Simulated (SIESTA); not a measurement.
As:

```xyz
4
Lattice="1.8250 -5.5000 0.0000 1.8250 5.5000 0.0000 0.0000 0.0000 4.4700" Properties=species:S:1:pos:R:3 pbc="T T T"
As    1.8250    1.2100    2.5032
As    1.8250   -4.2900    4.2018
As    1.8250   -1.2100    1.9668
As    1.8250    4.2900    0.2682
```

This isn't the form of As at room conditions, which is rhombohedral.

* Program: SIESTA 5.4.2
* Task: single point
* Functional: PBEsol
* Potentials or basis: PseudoDojo 0.4 standard (PBEsol files)
* Basis: DZP (energy shift 0.003 Ry; two zetas on semicore shells)
* Grid cutoff: 500 Ry
* Energy shift: 0.003 Ry
* k mesh: 8 × 8 × 6
* Occupations: fermi-dirac, width 0.05 eV
* Spin: no spin polarisation

On this cell: pressure 2.3 GPa; largest force 0.500 eV/Å; band gap on the k mesh none (metal or under the smearing width).

The same run follows on a disturbed copy (atoms moved at random, drawn with an rms of 0.05 Å):

```
As
1.0
     1.82500   -5.50000    0.00000
     1.82500    5.50000    0.00000
     0.00000    0.00000    4.47000
As
4
Direct
  0.37537 0.60335 0.55866
  0.88654 0.10528 0.93966
  0.61829 0.39250 0.43957
  0.11427 0.89248 0.05694
```

**Question.** What does the disturbed cell give?

**Answer.** The energy (extrapolated to zero smearing) moves by -3.3 meV/atom; pressure 1.2 GPa; largest force 0.514 eV/Å; band gap on the k mesh none (metal or under the smearing width).

Forces in eV/Å, atoms in the order of the input:
```
As   0.200 -0.059 -0.295
As  -0.117  0.398  0.304
As  -0.085  0.064  0.227
As   0.003 -0.403 -0.237
```

Stress tensor (GPa, compression positive):
```
 3.33  0.44 -0.53
 0.44  0.42  0.02
-0.53  0.02 -0.14
```

Caveats: the basis of atomic orbitals isn't converged, which shifts pressures, moduli and gaps.
